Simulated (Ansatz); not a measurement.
Crystal: AlN.

```
Al N
1.0
     0.00000    2.03452    2.03452
     2.03452    0.00000    2.03452
     2.03452    2.03452    0.00000
Al N
1 1
Cartesian
  2.0345 2.0345 2.0345
  0.0000 0.0000 0.0000
```

Measurements of this composition are mostly on another form, of space group No. 186.

```yaml
Program: Ansatz 0.2.0
Task: relaxation of cell and atoms
Functional: HSE03
Potentials_or_basis: Ansatz PAW
Cutoff: "420 eV (not typed: the program's choice for these potentials)"
k_mesh: 6 × 6 × 6
Occupations: fermi-dirac, width 0.05 eV
Spin: no spin polarisation
```

At the start: volume 8.42 Å³/atom.

Q: Where does the relaxation end?

A: It ends after 7 steps and the volume is 8.19 Å³/atom (-2.7 %); space group Fm-3m (No. 225, to 0.05 Å).

Step by step:
```tsv
step	energy change (eV)	largest force (eV/Å)	volume (Å³)
1	0.0000	0.0000	16.84
2	-0.0085	0.0000	16.61
3	-0.0118	0.0000	16.38
4	-0.0118	0.0000	16.39
5	-0.0107	0.0000	16.39
6	-0.0107	0.0000	16.38
7	-0.0107	0.0000	16.38
```

Final structure:
```
CELL_PARAMETERS angstrom
0.00000 2.01589 2.01589
2.01589 0.00000 2.01589
2.01589 2.01589 0.00000
ATOMIC_POSITIONS crystal
Al 0.50000 0.50000 0.50000
N 0.00000 0.00000 0.00000
```

Caveat: the k mesh is coarse (spacing up to 0.45 Å⁻¹), so the values aren't converged, least of all with exact exchange; the plane-wave basis is chosen anew once the cell has moved, so the energies of steps on either side of that aren't comparable; the pressure holds a Pulay correction of +0.5 GPa for the finite cutoff; the PAW data sets come from PBE, with cores solved anew for the run's functional, which leaves a small shift of forces and pressure.
